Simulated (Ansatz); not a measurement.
Runs of Ansatz 0.2.0 on MgB2. Symmetry: P6/mmm, No. 191, hexagonal system. The conventional cell has a = 3.085 Å, b = 3.085 Å, c = 3.523 Å, α = 90.00°, β = 90.00°, γ = 120.00°. Mg (site symmetry 6/mmm) has 12 B at 2.51 Å as nearest neighbours. Around B (site symmetry -6m2) lie 3 B at 1.78 Å. 

```tsv
level	cutoff (eV)	gap on the mesh (eV)	pressure (GPa)	relaxed volume (Å³/atom)
LDA	420	none	0.0	9.18
BLYP	420	none	0.0	9.76
RPBE	420	none	0.0	9.84
revPBE	420	none	0.0	(b)
r2SCAN	500	none	0.0	(a)
PBEsol	420	none	0.0	9.47
```

Alike in all rows: task relaxation of cell and atoms; potentials or basis Ansatz PAW; no spin polarisation; cell relaxed; k mesh 10 × 10 × 8; smearing fermi-dirac 0.05 eV.

**Question.** Fill in the values left out.

**Answer.** (a) 9.54; (b) 9.80.

Caveats: the plane-wave basis is chosen anew once the cell has moved, so the energies of steps on either side of that aren't comparable; the PAW data sets come from PBE, with cores solved anew for the run's functional, which leaves a small shift of forces and pressure.

A gap of «none» marks a metal or a gap under the smearing width.

Runs at the PBE level aren't shown here.
